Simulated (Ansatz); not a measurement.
# Transmission past a defect: Cu wire along [110], 3 atoms a period, Si in place of one Cu

What does the defect do to the conductance?

Method: DFT PBE, plane waves, PAW; relaxation of a wire's period, in the first sound run; inputs show where later runs differ, in Ansatz 0.2.0.

Report form: the programs' logs are mostly left out.

### 1. Starting point

The cell holds 3 atoms: 3 Cu. Its edges and angles: a = 8.615 Å, b = 9.367 Å, c = 2.567 Å, α = 90.0°, β = 90.0°, γ = 90.0°. Vacuum lies along a and b. The structure's axis is c.

### 2. Relaxation of atoms and period

Band widths follow the bond lengths, so the wire is relaxed first. The atoms and the third cell vector are free; the box across stays fixed as vacuum. A Fermi-Dirac smearing is set since the result may be a metal. The pressure printed is a third of the stress's trace over the whole box, vacuum included; only the stress along the axis is relaxed.

Input file input.yaml:

```yaml
crystal:
  lattice:
    - [8.615, 0.0, 0.0]
    - [0.0, 9.367, 0.0]
    - [0.0, 0.0, 2.5667976157]
  atoms:
    - { symbol: Cu, position: [0.394660476, 0.362976407, 0.0] }
    - { symbol: Cu, position: [0.605339524, 0.499989197, 0.5] }
    - { symbol: Cu, position: [0.394660476, 0.637001987, 0.0] }
kpoints:
  mp_grid: { grid: [1, 1, 32] }
scf:
  occupations: { method: fermi_dirac, width: 0.05 }
hamiltonian:
  xc: pbe
relax:
  cell: { fix: [a, b, alpha, beta, gamma] }
  max_steps: 60
```

The run is started by

```sh
$ ansatz run input.yaml --threads 8 --pin off --max-ram 16384MiB --backend cpu --events-out ev --progress --plain --runs-dir out
```

Run time: 8.6 s. Hardware: 8 threads of Arm Neoverse V2, shared host; peak memory 0.64 GiB.

The steps of the relaxation:

```tsv
step	energy less that of the first step (eV)	largest force component (eV/Å)	pressure (GPa)	volume (Å³)
1	0.0000	0.8648	-1.92	207.13
2	-0.1855	0.4300	-1.06	200.59
3	-0.2393	0.2695	0.72	190.49
4	-0.2535	0.0114	0.03	193.82
5	-0.2537	0.0025	0.08	193.39
6*	-0.2510	0.0021	0.09	193.39
```

Relaxation steps marked * repeat the geometry before them on a plane-wave basis chosen anew for their cell, so energy and pressure can jump there.

The run keeps the 4 symmetry operations that it works with, so distortions that break them were not tested.

```tsv
cell as run	before	after	change
c (Å)	2.567	2.397	-6.6 %
```

The atoms that moved most (Å, along periodic axes as changes of fractional coordinates times the final cell, across vacuum about the mean position):

```tsv
atom	dx	dy	dz	length
Cu3	0.019	-0.074	0.000	0.077
Cu1	0.019	0.074	0.000	0.077
Cu2	-0.038	0.000	0.000	0.038
```

The relaxed structure:

```xyz
3
Lattice="8.6150 0.0000 0.0000 0.0000 9.3670 0.0000 0.0000 0.0000 2.3966" Properties=species:S:1:pos:R:3
Cu    3.4192    3.4741    0.0000
Cu    5.1766    4.6834    1.1983
Cu    3.4192    5.8927    0.0000
```

This step gave:

```yaml
energy_at_zero_smearing: -19871.9861 eV
cell_length_along_the_wire: 2.397 Å
```

The cell's length comes to 2.397 Å with spin left out.

### 3. The wire at its relaxed period

This step: DFT PBE, plane waves, PAW; channels and complex bands of a perfect wire (Ansatz 0.2.0).

At the relaxed period the Bloch states of the perfect wire are found at each energy: those that move forward count the open channels, and those that decay describe how a disturbance dies away inside the wire itself. An energy step of 0.05 eV is too coarse for the program's thermal average, and saves time.

Input file input.yaml:

```yaml
crystal:
  lattice:
    - [8.615, 0.0, 0.0]
    - [0.0, 9.367, 0.0]
    - [0.0, 0.0, 2.3965541914]
  atoms:
    - { symbol: Cu, position: [0.396886986, 0.370883344, 0.0] }
    - { symbol: Cu, position: [0.600886505, 0.499989197, 0.5] }
    - { symbol: Cu, position: [0.396886986, 0.62909505, 0.0] }
kpoints:
  mp_grid: { grid: [1, 1, 34] }
scf:
  occupations: { method: fermi_dirac, width: 0.05 }
hamiltonian:
  xc: pbe
output:
  transmission:
    e_range: [-1.5, 1.5]
    de: 0.05
    kmesh: [1, 1]
    reduced_basis: true
    leads: [[0, 0]]
basis:
  ecutwfc: "340 eV"
```

It took 21 s on 8 threads; peak memory 1.2 GiB.

Numbers from this step:

```
energy at zero smearing                                  : -19871.9032 eV
channels at the energy nearest the Fermi level, one spin : 3
band gap                                                 : 0 eV
```

The open channels of the lead, one spin by energy, zero at the Fermi level:

```tsv
energy (eV)	open channels of the lead, one spin
-1.50	6
-1.40	9
-1.30	5
-1.20	5
-1.10	5
-1.00	3
-0.90	2
-0.80	1
-0.65	2
-0.55	3
-0.45	3
-0.35	3
-0.25	3
-0.15	3
-0.05	3
0.00	3
0.05	3
0.15	3
0.25	3
0.35	3
0.45	3
0.55	3
0.65	3
0.80	3
0.90	3
1.00	3
1.10	3
1.20	3
1.30	3
1.40	3
1.50	3
```

The slowest values at each energy, most degenerate partners merged, listed up to 1.5 1/Å. Im kz of the slowest decaying states against energy, zero at the Fermi level:

```tsv
energy (eV)	decay 1 (Å⁻¹)	decay 2 (Å⁻¹)	decay 3 (Å⁻¹)	decay 4 (Å⁻¹)
-1.400	0.144	0.173	0.389	0.631
-1.200	0.163	0.179	0.249	0.300
-1.000	0.0541	0.1000	0.215	0.379
-0.800	0.0723	0.0763	0.171	0.237
-0.600	0.0476	0.279	0.296	0.338
-0.400	0.330	0.383	0.385	0.493
-0.200	0.348	0.410	0.468	0.506
0.000	0.355	0.427	0.513	0.538
0.200	0.352	0.436	0.514	0.601
0.400	0.342	0.438	0.510	0.658
0.600	0.323	0.433	0.501	0.710
0.800	0.296	0.424	0.486	0.758
1.000	0.259	0.409	0.467	0.802
1.200	0.208	0.389	0.442	0.843
1.400	0.127	0.364	0.411	0.872
```

At the computed energy nearest the Fermi level there are 3 channels a spin.

### 4. Relaxing the junction

This step: DFT PBE, plane waves, PAW; relaxation of a junction in a wire, ends held (Ansatz 0.2.0).

System of this step: Cu wire along [110], 3 atoms a period, Si in place of one Cu. The cell holds 27 atoms: 26 Cu and 1 Si. Cell: a = 8.615 Å, b = 9.367 Å, c = 21.569 Å, α = 90.0°, β = 90.0°, γ = 90.0°. Regions: held atoms, 18 atoms (18 Cu); free atoms, 9 atoms (8 Cu and 1 Si). Vacuum lies along a and b. The structure's axis is c.

9 atoms at the defect are free to relax, while 18 stay where the perfect wire has them, so that the ends still repeat as a lead. The cutoff is set under the files' recommended one to save time.

Input file input.yaml:

```yaml
crystal:
  lattice:
    - [8.615, 0.0, 0.0]
    - [0.0, 9.367, 0.0]
    - [0.0, 0.0, 21.5689877222]
  atoms:
    - { symbol: Cu, position: [0.396886986, 0.370883344, 0.0] }
    - { symbol: Cu, position: [0.600886505, 0.499989197, 0.055555556] }
    - { symbol: Cu, position: [0.396886986, 0.62909505, 0.0] }
    - { symbol: Cu, position: [0.396886986, 0.370883344, 0.111111111] }
    - { symbol: Cu, position: [0.600886505, 0.499989197, 0.166666667] }
    - { symbol: Cu, position: [0.396886986, 0.62909505, 0.111111111] }
    - { symbol: Cu, position: [0.396886986, 0.370883344, 0.222222222] }
    - { symbol: Cu, position: [0.600886505, 0.499989197, 0.277777778] }
[... 15 atom lines left out ...]
    - { symbol: Cu, position: [0.396886986, 0.62909505, 0.777777778] }
    - { symbol: Cu, position: [0.396886986, 0.370883344, 0.888888889] }
    - { symbol: Cu, position: [0.600886505, 0.499989197, 0.944444444] }
    - { symbol: Cu, position: [0.396886986, 0.62909505, 0.888888889] }
magnetization:
  spin_polarized: true
kpoints:
  mp_grid: { grid: [1, 1, 1] }
scf:
  occupations: { method: fermi_dirac, width: 0.1 }
hamiltonian:
  xc: pbe
relax:
  constraints:
    - { sites: [0, 1, 2, 3, 4, 5, 6, 7, 8, 18, 19, 20, 21, 22, 23, 24, 25, 26] }
  f_tol: 0.07
  max_steps: 30
basis:
  ecutwfc: "340 eV"
```

Wall time 31 s (8 threads); peak memory 2.2 GiB.

Step by step:

```tsv
step	energy less that of the first step (eV)	largest force component (eV/Å)
1	0.0000	0.7092
2	-0.0482	0.5161
3	-0.1097	0.0461
4	-0.1097	0.0458
```

The atoms that moved most (Å):

```tsv
atom	dx	dy	dz	length
Si14	-0.228	0.000	-0.008	0.228
Cu13	-0.062	-0.052	-0.015	0.082
Cu15	-0.062	0.052	-0.015	0.082
Cu18	-0.061	0.051	-0.007	0.080
Cu16	-0.061	-0.051	-0.007	0.080
Cu17	-0.027	0.000	-0.066	0.072
Cu11	-0.029	0.000	0.053	0.061
Cu10	0.012	-0.019	-0.026	0.034
```

Final coordinates:

```cif
data_structure
_symmetry_space_group_name_H-M 'P 1'
_symmetry_Int_Tables_number 1
_cell_length_a 8.6150
_cell_length_b 9.3670
_cell_length_c 21.5690
_cell_angle_alpha 90.000
_cell_angle_beta 90.000
_cell_angle_gamma 90.000
_cell_volume 1740.55
loop_
_atom_site_label
_atom_site_type_symbol
_atom_site_fract_x
_atom_site_fract_y
_atom_site_fract_z
_atom_site_occupancy
Cu1 Cu 0.39689 0.37088 0.00000 1
Cu2 Cu 0.60089 0.49999 0.05556 1
Cu3 Cu 0.39689 0.62910 0.00000 1
Cu4 Cu 0.39689 0.37088 0.11111 1
Cu5 Cu 0.60089 0.49999 0.16667 1
Cu6 Cu 0.39689 0.62910 0.11111 1
Cu7 Cu 0.39689 0.37088 0.22222 1
Cu8 Cu 0.60089 0.49999 0.27778 1
Cu9 Cu 0.39689 0.62910 0.22222 1
Cu10 Cu 0.39828 0.36889 0.33214 1
Cu11 Cu 0.59752 0.49999 0.39136 1
Cu12 Cu 0.39828 0.63109 0.33214 1
Cu13 Cu 0.38971 0.36535 0.44377 1
Si14 Si 0.57439 0.49999 0.49963 1
Cu15 Cu 0.38971 0.63463 0.44377 1
Cu16 Cu 0.38980 0.36542 0.55522 1
Cu17 Cu 0.59779 0.49999 0.60803 1
Cu18 Cu 0.38980 0.63455 0.55522 1
Cu19 Cu 0.39689 0.37088 0.66667 1
Cu20 Cu 0.60089 0.49999 0.72222 1
Cu21 Cu 0.39689 0.62910 0.66667 1
Cu22 Cu 0.39689 0.37088 0.77778 1
Cu23 Cu 0.60089 0.49999 0.83333 1
Cu24 Cu 0.39689 0.62910 0.77778 1
Cu25 Cu 0.39689 0.37088 0.88889 1
Cu26 Cu 0.60089 0.49999 0.94444 1
Cu27 Cu 0.39689 0.62910 0.88889 1
```

Numbers from this step:

| Quantity | Value |
| --- | --- |
| energy at zero smearing | -172858.3164 eV |

The largest force component on a free atom ends at 0.046 eV/Å, under the limit of 0.07. Si ends nearest to Cu at 2.34 Å, Cu at 2.35 Å, Cu at 2.36 Å, Cu at 2.36 Å, Cu at 2.36 Å and Cu at 2.36 Å.

### 5. Transmission between the leads

This step: DFT PBE, plane waves, PAW; transmission of a junction in a wire (Ansatz 0.2.0).

The cell is now read as a scatterer between two semi-infinite leads, named by two sites one period apart. The scattering states in its self-consistent potential are matched to the leads' states at each energy. One point across is taken, as for a wire in vacuum.

Input file input.yaml:

```yaml
crystal:
  lattice:
    - [8.615, 0.0, 0.0]
    - [0.0, 9.367, 0.0]
    - [0.0, 0.0, 21.5689877222]
  atoms:
    - { symbol: Cu, position: [0.396886986, 0.370883344, 0.0] }
    - { symbol: Cu, position: [0.600886505, 0.499989197, 0.055555556] }
    - { symbol: Cu, position: [0.396886986, 0.62909505, 0.0] }
    - { symbol: Cu, position: [0.396886986, 0.370883344, 0.111111111] }
    - { symbol: Cu, position: [0.600886505, 0.499989197, 0.166666667] }
    - { symbol: Cu, position: [0.396886986, 0.62909505, 0.111111111] }
    - { symbol: Cu, position: [0.396886986, 0.370883344, 0.222222222] }
    - { symbol: Cu, position: [0.600886505, 0.499989197, 0.277777778] }
[... 15 atom lines left out ...]
    - { symbol: Cu, position: [0.396886986, 0.62909505, 0.777777778] }
    - { symbol: Cu, position: [0.396886986, 0.370883344, 0.888888889] }
    - { symbol: Cu, position: [0.600886505, 0.499989197, 0.944444444] }
    - { symbol: Cu, position: [0.396886986, 0.62909505, 0.888888889] }
kpoints:
  mp_grid: { grid: [1, 1, 4] }
scf:
  occupations: { method: fermi_dirac, width: 0.05 }
hamiltonian:
  xc: pbe
output:
  transmission:
    e_range: [-1.5, 1.5]
    de: 0.05
    kmesh: [1, 1]
    reduced_basis: true
    leads: [[24, 0]]
  dos: { projected: true, e_range: [-4, 3] }
  write_potential: true
  write_density: true
  volumetric_format: npy
  elf: true
basis:
  ecutwfc: "340 eV"
```

Elapsed: 2.7 min, on 8 threads; peak memory 4.1 GiB; 14 min of CPU time.

Numbers from this step:

```yaml
energy_at_zero_smearing: -172858.9128 eV
transmission_at_the_energy_nearest_the_fermi_level_one_spin: 2.456
step_of_the_lead_s_hamiltonian: 21.7 meV
```

Table of transmission, one spin by energy, zero at the Fermi level:

energy (eV), transmission, one spin and a bar from the least value:
```
    -1.50       3.05 ##############################
    -1.40       2.91 ############################
    -1.35       2.66 ########################
    -1.25       2.48 ######################
    -1.20       2.18 #################
    -1.05       1.12 ##
    -0.95       1.03 
    -0.80       1.00 
    -0.65       1.68 ##########
    -0.50       2.05 ###############
    -0.35       2.30 ###################
    -0.20       2.42 #####################
    -0.05       2.46 #####################
     0.00       2.46 #####################
     0.05       2.45 #####################
     0.20       2.42 #####################
     0.35       2.36 ####################
     0.50       2.28 ###################
     0.65       2.15 #################
     0.80       1.87 #############
     0.95       1.69 ##########
     1.05       2.38 ####################
     1.10       2.42 #####################
     1.20       2.26 ##################
     1.35       1.81 ############
     1.50       1.71 ##########
```

Table of open channels of the lead, one spin by energy, zero at the Fermi level:

```tsv
energy (eV)	open channels of the lead, one spin
-1.50	4
-1.35	8
-1.20	5
-1.05	3
-0.95	2
-0.80	1
-0.65	2
-0.50	3
-0.35	3
-0.20	3
-0.05	3
0.00	3
0.05	3
0.20	3
0.35	3
0.50	3
0.65	3
0.80	3
0.95	3
1.05	3
1.20	3
1.35	3
1.50	4
```

Projected DOS an atom over height of the atomic layer and energy from the Fermi level.  broadened by a Gaussian of 0.15 eV, since few k-points sample the long cell.

Ten even steps from '_' (0.11 states/eV) to '@' (7.17 states/eV), each cell a mean:
```
__________________..________________
__________________..________________
__________________..________________
__________________..________________
____________________________________
____________________________________
____________________________________
____________________________________
________________________________..__
..__..__..__________________..__..__
++--++--++::--__......__--::++--++--
%%##%%##@@####::--..--::####@@##%%##
%%%%%%%%%%%%@@++==__==++@@@@%%%%%%%%
++++++++++++****##__##****++++++++++
++==++==++==++++%%__%%++++==++==++==
++++++==++==++==##__##==++++++==++++
--==--==--====++**__****====--==--==
--==--==----::==--__--==------==--==
::==::==::==::++--__--++::--::==::==
..::..::..::..==::__::--..::..::..::
..............::..__..::............
................______..............
```
Columns: height of the atomic layer (Å) from 0 to 20.4 (not evenly spaced); rows upwards: energy from the Fermi level (eV) from -3.98 to 1.47.

ELF in the ca plane at fractional y = 0.500, with atoms of Cu and Si within 0.2 Å of it. It is the smooth field of the valence electrons, not physical close to the nuclei.

Ten even steps from '0' (0.00) to '9' (0.87), each cell a mean:
```
00000000000000000000000000000000000000000000
00000000000000000000000000000000000000000000
00000000000000000000000000000000000000001000
11111111111111111111112222111111111111111111
22211122221112221111235555421111122211123211
23211123321112321112357888642111232211123211
23211123221112321112379999842111232211123211
22223322223322222332389999942232222233222223
22248622237832224862388768942585222268422248
22248522226732223862376455842585222268322248
22223222222322322332365324642232122223222223
23222223322222322222355545532222233222223222
22222222222222222222234554322222222222222222
22222222222222222222223333222222222222222222
22222222222222222222222222222222222222222222
22222222222222222222222222222222222222222222
22222222222222222222222222222222222222222222
12111112211111111111111111111111111111112211
11111111110000100001111000111000111001111111
00000000000000000000000000000000000000000000
00000000000000000000000000000000000000000000
00000000000000000000000000000000000000000000
00000000000000000000000000000000000000000000
```
Columns run along c (16.0 Å, from fractional 0.10 to 0.84 of the cell), rows up along a (8.6 Å). Atoms in or near the plane, at fractional coordinates: Cu at (0.17, 0.60), Cu at (0.28, 0.60), Cu at (0.39, 0.60), Si at (0.50, 0.57), Cu at (0.61, 0.60), Cu at (0.72, 0.60), Cu at (0.83, 0.60).

Electrostatic potential energy in the ca plane at fractional y = 0.500, with atoms of Cu and Si within 0.2 Å of it. With pseudopotentials it is smooth inside the atoms' cores, unlike the true potential.

Values in eV, 12 rows by 16 columns, each cell a mean:
```
  4   4   4   4   4   4   4   4   4   4   4   4   4   4   4   4
  4   4   4   4   4   4   4   4   4   4   4   4   4   4   4   4
  3   2   3   3   2   3   2   3   3   3   3   2   3   2   3   2
  0 -16  -4  -9 -11  -2 -15  -1  -6  -2  -7 -11  -1 -17  -2 -12
 -9 -48 -20 -33 -38 -13 -49 -13 -40 -22 -31 -40 -11 -50 -14 -40
 -3 -29  -9 -18 -21  -6 -32  -8 -39 -21 -18 -24  -5 -30  -6 -23
 -1   0  -1   0   0  -1   0  -1  -5  -3  -1   0  -1   0  -1   0
 -1   2   0   1   1   0   2  -1   1   0   0   1  -1   2  -1   1
  2   3   3   3   3   2   3   2   3   2   2   3   2   3   2   3
  4   4   4   4   4   4   4   3   4   4   4   4   4   4   4   4
  4   4   4   4   4   4   4   4   4   4   4   4   4   4   4   4
  4   4   4   4   4   4   4   4   4   4   4   4   4   4   4   4
```
Columns run along c (16.0 Å, from fractional 0.10 to 0.84 of the cell; values clipped at the 3rd and 97th percentile), rows up along a (8.6 Å). Atoms in or near the plane, at fractional coordinates: Cu at (0.17, 0.60), Cu at (0.28, 0.60), Cu at (0.39, 0.60), Si at (0.50, 0.57), Cu at (0.61, 0.60), Cu at (0.72, 0.60), Cu at (0.83, 0.60).

[end of part 1 of 2]

[Logs are printed without paths, hosts, clocks, repeated set-up lines and the standing remarks that a program may print on its own settings, such as how far it seeks lower states.]

[Hosts, paths, dates, database ids (printed as entryN), source tags and the programs' standing remarks are cut or masked in the printed files.]
